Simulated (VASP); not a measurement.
Write the native input for VASP 6.6.1 that does the following.

| Quantity | Value |
| --- | --- |
| Task | single point |
| Functional | PBEsol |
| Potentials or basis | VASP PAW PBE potentials, release 64 (Ta_pv, N) |
| Cutoff | 520 eV |
| k mesh | 12 × 12 × 8 |
| Occupations | fermi-dirac, width 0.02 eV |
| Spin | no spin polarisation |
| Dipole correction | no |
| Further INCAR settings | ALGO = Fast; EDIFF = 1e-06; NBANDS = 15 |

The structure of TaN lies in POSCAR:

```
TaN
1.0
    2.9237099500      0.0000000000      0.0000000000
   -1.4618549750      2.5320070900      0.0000000000
    0.0000000000      0.0000000000      2.8712136431
Ta N
1 1
Direct
    0.3333333333      0.6666666667      0.5000000000
    0.0000000000      0.0000000000      0.0000000000
```

The input as run:

INCAR

```
  PREC = Accurate
  ENCUT = 520
  EDIFF = 1E-6
  ISMEAR = -1
  SIGMA = 0.02
  LREAL = F
  LASPH = T
  NELM = 60
  ALGO = Fast
  ISIF = 2
  LWAVE = F
  LCHARG = T
  GGA = PS
  LELF = T
  LVHAR = T
  NBANDS = 15
```

KPOINTS

```
regular mesh
0
Gamma
  12 12 8
```

Potentials or basis: VASP PAW PBE potentials, release 64 (Ta_pv, N).

Launch:

```bash
$ cat potpaw_PBE.64/Ta_pv/POTCAR potpaw_PBE.64/N/POTCAR > POTCAR
$ mpirun -np 1 vasp_std > vasp.out
```

It gave:

| Property | Result |
| --- | --- |
| Pressure | 0.8 GPa |
| Band gap on the k mesh | none (metal or under the smearing width) |

Caveat: the PAW data sets were made with another functional, which shifts forces and pressure a little.

Wall time 28 s on 1 thread of Intel(R) Xeon(R) Platinum 8488C (Sapphire Rapids), on a shared host, peak memory 0.15 GiB.
